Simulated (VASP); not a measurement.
Input of a VASP 6.6.1 run:

Contents of INCAR:

```
SYSTEM = Pb
PREC = Accurate
ENCUT = 600
EDIFF = 1E-7
ISMEAR = 1
SIGMA = 0.1
LREAL = .False.
LASPH = .True.
NELM = 80
ALGO = Normal
ISIF = 3
LWAVE = .False.
LCHARG = .False.
METAGGA = R2SCAN
LMIXTAU = .True.
IBRION = 2
NSW = 90
EDIFFG = -0.005
```

KPOINTS

```
regular mesh
0
Gamma
  14 14 14
  0 0 0
```

Contents of POSCAR:

```
Pb                                      
1.0
    0.0000000000      2.4982633628      2.4982633628
    2.4982633628     -0.0000000000      2.4982633628
    2.4982633628      2.4982633628      0.0000000000
  Pb            
     1
Direct
     0.0000000000000000    0.0000000000000000    0.0000000000000000
```

Potentials or basis: VASP PAW PBE potentials, release 64 (Pb_d).

Run with:

```bash
$ cat potpaw_PBE.64/Pb_d/POTCAR > POTCAR
$ mpirun -np 1 vasp_std > vasp.out
```

(1) What does it give for the band gap on the k mesh?

Results:

(1) none (metal or under the smearing width).

Caveat: the relaxation stopped at its first step, so nothing moved.
